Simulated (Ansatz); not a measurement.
**Li2S**

Level of theory: DFT, PBE, scalar-relativistic, no spin polarisation; plane waves to 420 eV with PAW datasets (Ansatz 0.2.0), Γ-centred 10×10×10 mesh, 0.05 eV Gaussian smearing. The datasets are Ansatz's generated set soft_2.

```
Li S
1.0
     0.00000    2.85287    2.85287
     2.85287    0.00000    2.85287
     2.85287    2.85287    0.00000
Li S
2 1
Cartesian
  1.4264 1.4264 1.4264
  4.2793 4.2793 4.2793
  0.0000 0.0000 0.0000
```

The chain of runs began from a cell as deposited in COD, expanded in volume.

The cell is relaxed to zero pressure at this level.

Path: Γ–X–U | K–Γ–L–W–X, with Γ = (0.000, 0.000, 0.000), X = (0.500, 0.000, 0.500), U = (0.625, 0.250, 0.625), K = (0.375, 0.375, 0.750), L = (0.500, 0.500, 0.500), W = (0.500, 0.250, 0.750) in reciprocal vectors of the calculation's cell.

Task: Is it a metal or an insulator, and if it has a gap, where are the band edges on this path?

Result: An insulator with a gap of 3.39 eV on the path, the valence band topping at Γ and the conduction band bottoming at X; the smallest direct gap is 4.25 eV.

Bands as a text map, energy in eV from the Fermi level (dashes), each leg drawn with the same width:
```
  3.71 |                    *      *         ****       
  3.43 |                                         *      
  3.14 |  **            *    *    *                     
  2.86 | *  *         **         *                *     
  2.57 |*            *        ***                  *    
  2.29 |     *     **                                   
  2.00 |          *                                 *   
  1.71 |      ****                                   ***
  1.43 |                                                
  1.14 |                                                
  0.86 |                                                
  0.57 |                                                
  0.29 |                                                
  0.00 |------------------------------------------------
 -0.29 |                                                
 -0.57 |                                                
 -0.86 |                                                
 -1.14 |                                                
 -1.43 |                                                
 -1.71 |**                  ******                      
 -2.00 | **                * *    ***                   
 -2.29 |  **              * **   *   ******             
 -2.57 |    *            * *              **            
 -2.86 |   * *      *****   *     *        **           
 -3.14 |    * ******      *                 **     *****
 -3.43 |     *     **   ** *       *         ******     
 -3.71 |      **********                     **  *******
 -4.00 |                ***         *       *           
        Γ      X      UK       Γ       L       W       X
```

Formal charges Li⁺, S²⁻ balance and leave closed shells on every ion, so a band insulator is expected, and the gap is 3.39 eV.

Kohn–Sham gaps of semilocal functionals lie under measured ones, often by a third or more.
